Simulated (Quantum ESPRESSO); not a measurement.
**AlN under changes of volume**

One of the cells (10.417 Å³/atom); the others are scaled copies at fixed shape and fractional positions:

```xyz
2
Lattice="0.0000 2.1840 2.1840 2.1840 0.0000 2.1840 2.1840 2.1840 0.0000" Properties=species:S:1:pos:R:3 pbc="T T T"
Al    0.0000    0.0000    0.0000
N     1.0920    1.0920    1.0920
```

Measurements of this composition are mostly on another form, of space group No. 186.

```yaml
Program: Quantum ESPRESSO 7.5
Functional: N12
Potentials_or_basis: PseudoDojo 0.4.1 SR PBE standard
Cutoff: 1143 eV
Density_cutoff: 4572 eV
k_mesh: 10 × 10 × 10
Occupations: fermi-dirac, width 0.05 eV
Spin: no spin polarisation
```

| volume (Å³/atom) | energy over the lowest point (meV/atom) | pressure (GPa) | gap on the mesh (eV) |
| --- | --- | --- | --- |
| 9.792 | 15.35 | 10.8 | 3.20 |
| 10.001 | 4.58 | 5.8 | 3.19 |
| 10.209 | 0.00 | 1.3 | 3.19 |
| 10.417 | 1.01 | -2.8 | 3.18 |
| 10.626 | 7.08 | -6.5 | 3.18 |
| 10.834 | 17.71 | -9.8 | 3.18 |
| 11.042 | ? | ? | ? |

Q: What does the run at 11.042 Å³/atom give?

A: Energy over the lowest point 32.47 meV/atom; pressure -12.9 GPa; gap on the mesh 3.17 eV.

Worked out: A Birch-Murnaghan fit of order 3 (a polynomial in V^(-2/3)) to the other rows has its minimum at 10.27 Å³/atom with B0 = V·E''(V) = 205 GPa and B' = 3.9. It gives 32.48 meV/atom at 11.042 Å³/atom, against the run's 32.47, and -dE/dV = -12.9 GPa, against -12.9. A straight line through the other rows of the gap, of slope -0.199 eV per unit of ln V, extrapolates to 3.17 eV, against the run's 3.17.

Energies are extrapolated to zero smearing.

Caveats: the potentials were made for another functional, which shifts forces and pressure.

A mesh can miss the band edges.
